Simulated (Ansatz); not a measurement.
# Arsenic, fcc under revPBE: from relaxation to bulk modulus, part 2 of 2

What does revPBE give for arsenic in the fcc structure? We relax it, solve it on a dense k-mesh, then scale the cell to 7 volumes from 88 to 112 % of the relaxed one and try a fit of the equation of state. Spin polarisation is left out. The k-meshes are 13×13×13 for the relaxation; 21×21×21 for the dense run; 14×14×14 for the volumes.

Ansatz 0.2.0; DFT, revPBE, plane waves (420 eV) with PAW, scalar-relativistic.

## (5) Equation of state: 92 %

input.yaml

```yaml
crystal:
  lattice:
    - [0.0, 2.0823853577, 2.0823853577]
    - [2.0823853577, 0.0, 2.0823853577]
    - [2.0823853577, 2.0823853577, 0.0]
  atoms:
    - { symbol: As, position: [0.0, 0.0, 0.0] }
hamiltonian:
  xc: revpbe
  pseudopotentials:
    kind: paw
    azcp:
      As: "pseudopotentials/As.paw.azcp"
basis:
  ecutwfc: 420
  fft_grid_basis: typed
kpoints:
  mp_grid: { grid: [14, 14, 14], shift: [0, 0, 0] }
magnetization:
  spin_polarized: false
scf:
  occupations: { method: fermi_dirac, width: 0.1 }
  lower_state_search: "off"
output:
  stress: true
  write_density: true
  write_potential: true
  elf: true
  volumetric_format: npy
```

Standard output, shortened:

```text
Warning: RAYON_NUM_THREADS=2 ignored (pool sized by the plan → 2); use --threads N
[...]
Pseudopotentials: kind: paw
Pseudopotential: As, paw, valence charge 15, recommended cutoff 420 eV (normal), <dir>
Functional definition: revPBE
[...]
Crystal: 1 atoms, lattice volume = 18.060 Å³
Basis set: ecut = 420 eV, 339 PW (Γ)
Bands: 12, of which v1, the nominal top of the filled ones, is band 8 counted from 1 (7 counted from 0)
Symmetry: 48 space group operations
Space group: Fm-3m (ITA 225), of the structure as read, at distance tolerance 2.6e-5 Å
k-points: 104 of 2744
[...]
SCF iter   1: F=—  HF=-4859.699540 eV  |F-HF|=—  |Δ(HF+E_count)|=         —  Δρ=1.84e-3  dr2=3.31e-4  ethr=1.77e-3  ⟨swp⟩=5.1  Hψ=7321  notcnv=0
[...]
SCF iter   6: F=-4859.699695 eV  HF=-4859.699695 eV  |F-HF|=2.73e-9  |Δ(HF+E_count)|=   2.30e-8  Δρ=3.34e-6  dr2=2.09e-9  ethr=2.63e-10  ⟨swp⟩=5.0  Hψ=6314  notcnv=0
[...]
SCF converged after 6 iterations
Free energy (F): -4859.699695 eV
[...]
E sigma→0 (E₀):  -4859.687839 eV
Entropy (-TS):   -0.023713 eV (-23.713 meV/atom)
Fermi energy:    13.611913 eV
[...]
--- Stress (GPa, compression-positive) ---
        7.385969       0.000000      -0.000000
       -0.000000       7.385969       0.000000
        0.000000      -0.000000       7.385969
  P = ⅓ Tr σ = 7.3860 GPa (73.860 kbar)
--- Band table (eV; the first three rows and the last of 104) ---
  k-point 0: bands = ["-22.7607", "-22.7607", "-22.7607", "-22.7393", "-22.7393", "-2.0818", "19.7724", "19.7724", "19.7724", "26.3248", "26.3248", "26.3248"]
[...]
```

It took 1.2 s on 2 threads of an Arm CPU, shared host; peak memory 0.28 GiB.

## (6) Equation of state: 96 %

input.yaml, as its differences from that of step 5:

```diff
@@ -2,5 +2,5 @@
   lattice:
-    - [0.0, 2.0823853577, 2.0823853577]
-    - [2.0823853577, 0.0, 2.0823853577]
-    - [2.0823853577, 2.0823853577, 0.0]
+    - [0.0, 2.1121377397, 2.1121377397]
+    - [2.1121377397, 0.0, 2.1121377397]
+    - [2.1121377397, 2.1121377397, 0.0]
   atoms:
@@ -25,5 +25 @@
   stress: true
-  write_density: true
-  write_potential: true
-  elf: true
-  volumetric_format: npy
```

Standard output, shortened:

```text
Warning: RAYON_NUM_THREADS=2 ignored (pool sized by the plan → 2); use --threads N
[...]
[... 3 set-up lines as earlier in the session ...]
[...]
Crystal: 1 atoms, lattice volume = 18.845 Å³
Basis set: ecut = 420 eV, 339 PW (Γ)
Bands: 12, of which v1, the nominal top of the filled ones, is band 8 counted from 1 (7 counted from 0)
[... 2 set-up lines as earlier in the session ...]
k-points: 104 of 2744
[...]
SCF iter   1: F=—  HF=-4859.725198 eV  |F-HF|=—  |Δ(HF+E_count)|=         —  Δρ=1.60e-3  dr2=2.29e-4  ethr=1.77e-3  ⟨swp⟩=5.1  Hψ=7345  notcnv=0
[...]
SCF iter   6: F=-4859.725281 eV  HF=-4859.725281 eV  |F-HF|=1.90e-9  |Δ(HF+E_count)|=   1.39e-8  Δρ=5.05e-6  dr2=3.90e-9  ethr=3.22e-10  ⟨swp⟩=2.1  Hψ=3664  notcnv=0
[...]
SCF converged after 6 iterations
Free energy (F): -4859.725281 eV
[...]
E sigma→0 (E₀):  -4859.712830 eV
Entropy (-TS):   -0.024902 eV (-24.902 meV/atom)
Fermi energy:    12.859560 eV
[...]
--- Stress (GPa, compression-positive) ---
        3.208875      -0.000000      -0.000000
       -0.000000       3.208875      -0.000000
        0.000000      -0.000000       3.208875
  P = ⅓ Tr σ = 3.2089 GPa (32.089 kbar)
```

Run time: 1 s. Hardware: 2 threads of an Arm CPU, shared host; peak memory 0.27 GiB.

## (7) Equation of state: 100 %

input.yaml, as its differences from that of step 6:

```diff
@@ -2,5 +2,5 @@
   lattice:
-    - [0.0, 2.1121377397, 2.1121377397]
-    - [2.1121377397, 0.0, 2.1121377397]
-    - [2.1121377397, 2.1121377397, 0.0]
+    - [0.0, 2.1410747292, 2.1410747292]
+    - [2.1410747292, 0.0, 2.1410747292]
+    - [2.1410747292, 2.1410747292, 0.0]
   atoms:
@@ -25 +25,5 @@
   stress: true
+  write_density: true
+  write_potential: true
+  elf: true
+  volumetric_format: npy
```

Standard output, shortened:

```text
Warning: RAYON_NUM_THREADS=2 ignored (pool sized by the plan → 2); use --threads N
[...]
[... 3 set-up lines as earlier in the session ...]
[...]
Crystal: 1 atoms, lattice volume = 19.630 Å³
Basis set: ecut = 420 eV, 387 PW (Γ)
Bands: 12, of which v1, the nominal top of the filled ones, is band 8 counted from 1 (7 counted from 0)
[... 2 set-up lines as earlier in the session ...]
k-points: 104 of 2744
[...]
SCF iter   1: F=—  HF=-4859.732503 eV  |F-HF|=—  |Δ(HF+E_count)|=         —  Δρ=1.44e-3  dr2=1.61e-4  ethr=1.77e-3  ⟨swp⟩=5.0  Hψ=7366  notcnv=0
[...]
SCF iter   6: F=-4859.732536 eV  HF=-4859.732536 eV  |F-HF|=1.97e-9  |Δ(HF+E_count)|=   1.22e-8  Δρ=4.66e-6  dr2=3.73e-9  ethr=2.86e-10  ⟨swp⟩=5.0  Hψ=5803  notcnv=0
[...]
SCF converged after 6 iterations
Free energy (F): -4859.732536 eV
[...]
E sigma→0 (E₀):  -4859.719371 eV
Entropy (-TS):   -0.026329 eV (-26.329 meV/atom)
Fermi energy:    12.160827 eV
[...]
--- Stress (GPa, compression-positive) ---
       -0.117584       0.000000       0.000000
        0.000000      -0.117584       0.000000
        0.000000       0.000000      -0.117584
  P = ⅓ Tr σ = -0.1176 GPa (-1.176 kbar)
--- Band table (eV; the first three rows and the last of 104) ---
  k-point 0: bands = ["-24.1818", "-24.1818", "-24.1818", "-24.1665", "-24.1665", "-2.7824", "17.6399", "17.6399", "17.6399", "24.5085", "24.5085", "24.5085"]
[...]
```

Wall time 1.2 s (2 threads of an Arm CPU, shared host); peak memory 0.28 GiB.

## (8) Equation of state: 104 %

input.yaml, as its differences from that of step 7:

```diff
@@ -2,5 +2,5 @@
   lattice:
-    - [0.0, 2.1410747292, 2.1410747292]
-    - [2.1410747292, 0.0, 2.1410747292]
-    - [2.1410747292, 2.1410747292, 0.0]
+    - [0.0, 2.1692499962, 2.1692499962]
+    - [2.1692499962, 0.0, 2.1692499962]
+    - [2.1692499962, 2.1692499962, 0.0]
   atoms:
@@ -25,5 +25 @@
   stress: true
-  write_density: true
-  write_potential: true
-  elf: true
-  volumetric_format: npy
```

Standard output, shortened:

```text
Warning: RAYON_NUM_THREADS=2 ignored (pool sized by the plan → 2); use --threads N
[...]
[... 3 set-up lines as earlier in the session ...]
[...]
Crystal: 1 atoms, lattice volume = 20.415 Å³
Basis set: ecut = 420 eV, 411 PW (Γ)
Bands: 12, of which v1, the nominal top of the filled ones, is band 8 counted from 1 (7 counted from 0)
[... 2 set-up lines as earlier in the session ...]
k-points: 104 of 2744
[...]
SCF iter   1: F=—  HF=-4859.725264 eV  |F-HF|=—  |Δ(HF+E_count)|=         —  Δρ=1.27e-3  dr2=1.15e-4  ethr=1.77e-3  ⟨swp⟩=5.0  Hψ=7432  notcnv=0
[...]
SCF iter   6: F=-4859.725262 eV  HF=-4859.725262 eV  |F-HF|=1.08e-9  |Δ(HF+E_count)|=   7.02e-9  Δρ=3.72e-6  dr2=2.41e-9  ethr=2.33e-10  ⟨swp⟩=2.0  Hψ=3520  notcnv=0
[...]
SCF converged after 6 iterations
Free energy (F): -4859.725262 eV
[...]
E sigma→0 (E₀):  -4859.711531 eV
Entropy (-TS):   -0.027462 eV (-27.462 meV/atom)
Fermi energy:    11.508375 eV
[...]
--- Stress (GPa, compression-positive) ---
       -2.750387       0.000000       0.000000
       -0.000000      -2.750387       0.000000
        0.000000      -0.000000      -2.750387
  P = ⅓ Tr σ = -2.7504 GPa (-27.504 kbar)
```

Wall time 1.2 s (2 threads of an Arm CPU, shared host); peak memory 0.27 GiB.

## (9) Equation of state: 108 %

input.yaml, as its differences from that of step 8:

```diff
@@ -2,5 +2,5 @@
   lattice:
-    - [0.0, 2.1692499962, 2.1692499962]
-    - [2.1692499962, 0.0, 2.1692499962]
-    - [2.1692499962, 2.1692499962, 0.0]
+    - [0.0, 2.1967117722, 2.1967117722]
+    - [2.1967117722, 0.0, 2.1967117722]
+    - [2.1967117722, 2.1967117722, 0.0]
   atoms:
```

Standard output, shortened:

```text
Warning: RAYON_NUM_THREADS=2 ignored (pool sized by the plan → 2); use --threads N
[...]
[... 3 set-up lines as earlier in the session ...]
[...]
Crystal: 1 atoms, lattice volume = 21.201 Å³
Basis set: ecut = 420 eV, 411 PW (Γ)
Bands: 12, of which v1, the nominal top of the filled ones, is band 8 counted from 1 (7 counted from 0)
[... 1 set-up line as earlier in the session ...]
Space group: Fm-3m (ITA 225), of the structure as read, at distance tolerance 2.8e-5 Å
k-points: 104 of 2744
[...]
SCF iter   1: F=—  HF=-4859.706434 eV  |F-HF|=—  |Δ(HF+E_count)|=         —  Δρ=1.19e-3  dr2=1.03e-4  ethr=1.77e-3  ⟨swp⟩=5.1  Hψ=7433  notcnv=0
[...]
SCF iter   6: F=-4859.706408 eV  HF=-4859.706408 eV  |F-HF|=4.28e-9  |Δ(HF+E_count)|=   2.14e-8  Δρ=6.44e-6  dr2=7.86e-9  ethr=5.25e-10  ⟨swp⟩=2.2  Hψ=3857  notcnv=0
[...]
SCF converged after 6 iterations
Free energy (F): -4859.706408 eV
[...]
E sigma→0 (E₀):  -4859.692394 eV
Entropy (-TS):   -0.028027 eV (-28.027 meV/atom)
Fermi energy:    10.899167 eV
[...]
--- Stress (GPa, compression-positive) ---
       -4.869870       0.000000       0.000000
       -0.000000      -4.869870       0.000000
       -0.000000       0.000000      -4.869870
  P = ⅓ Tr σ = -4.8699 GPa (-48.699 kbar)
```

It took 1.2 s on 2 threads of an Arm CPU, shared host; peak memory 0.28 GiB.

## (10) Equation of state: 112 %

input.yaml, as its differences from that of step 9:

```diff
@@ -2,5 +2,5 @@
   lattice:
-    - [0.0, 2.1967117722, 2.1967117722]
-    - [2.1967117722, 0.0, 2.1967117722]
-    - [2.1967117722, 2.1967117722, 0.0]
+    - [0.0, 2.2235035806, 2.2235035806]
+    - [2.2235035806, 0.0, 2.2235035806]
+    - [2.2235035806, 2.2235035806, 0.0]
   atoms:
```

Standard output, shortened:

```text
Warning: RAYON_NUM_THREADS=2 ignored (pool sized by the plan → 2); use --threads N
[...]
[... 3 set-up lines as earlier in the session ...]
[...]
Crystal: 1 atoms, lattice volume = 21.986 Å³
Basis set: ecut = 420 eV, 411 PW (Γ)
Bands: 12, of which v1, the nominal top of the filled ones, is band 8 counted from 1 (7 counted from 0)
[... 2 set-up lines as earlier in the session ...]
k-points: 104 of 2744
[...]
SCF iter   1: F=—  HF=-4859.678202 eV  |F-HF|=—  |Δ(HF+E_count)|=         —  Δρ=1.13e-3  dr2=1.04e-4  ethr=1.77e-3  ⟨swp⟩=5.1  Hψ=7440  notcnv=0
[...]
SCF iter   6: F=-4859.678164 eV  HF=-4859.678164 eV  |F-HF|=3.42e-9  |Δ(HF+E_count)|=   1.76e-8  Δρ=6.03e-6  dr2=7.02e-9  ethr=5.00e-10  ⟨swp⟩=2.3  Hψ=3819  notcnv=0
[...]
SCF converged after 6 iterations
Free energy (F): -4859.678164 eV
[...]
E sigma→0 (E₀):  -4859.664008 eV
Entropy (-TS):   -0.028311 eV (-28.311 meV/atom)
Fermi energy:    10.330513 eV
[...]
--- Stress (GPa, compression-positive) ---
       -6.597348       0.000000       0.000000
        0.000000      -6.597348       0.000000
       -0.000000      -0.000000      -6.597348
  P = ⅓ Tr σ = -6.5973 GPa (-65.973 kbar)
```

Run time: 1 s. Hardware: 2 threads of an Arm CPU, shared host; peak memory 0.28 GiB.

## (11) Fitting the volumes

All volumes keep the relaxed shape and fractional coordinates.

```
V (Å³/atom)  E − E₀ (meV/atom)  P from the stress (GPa)  P from the fit (GPa)
     17.275               79.5                    12.56                 12.53
     18.060               31.6                     7.39                  7.24
     18.845                6.6                     3.21                  3.07
     19.630                0.1                    -0.12                 -0.23
     20.415                7.9                    -2.75                 -2.85
     21.201               27.0                    -4.87                 -4.92
     21.986               55.4                    -6.60                 -6.56
```

A third-order Birch-Murnaghan fit gives V₀ = 19.568 Å³/atom, B₀ = 74 GPa and B₀′ = 4.8; it misses no point by more than 0.07 meV/atom.

The fit is made to E(σ → 0), while the stress belongs to the free energy F; that is one source of the offset between the two pressures.

## (12) Results

This closing draws on all 2 parts.

```
                      quantity                               value
space group (spins left aside)                     Fm-3m (No. 225)
             conventional cell                         a = 4.282 Å
                        volume                      19.630 Å³/atom
             shortest distance                             3.028 Å
               gap on the mesh        none (levels filled in part)
 relative to grey arsenic (A7)                       +635 meV/atom
 highest ELF outside the cores  0.65, 0.83 Å from the nearest atom
                   V₀, B₀, B₀′         19.568 Å³/atom, 74 GPa, 4.8
```

In words: The relaxation enlarged the cell by 7.3 % in volume. It lies 635 meV/atom above the element's reference form at the same level (grey arsenic (A7), from a run of its own). No gap shows: it is a metal or semimetal at this level. B₀ comes out at 74 GPa. The symmetry was held, so the structure may be unstable against distortions that break it.
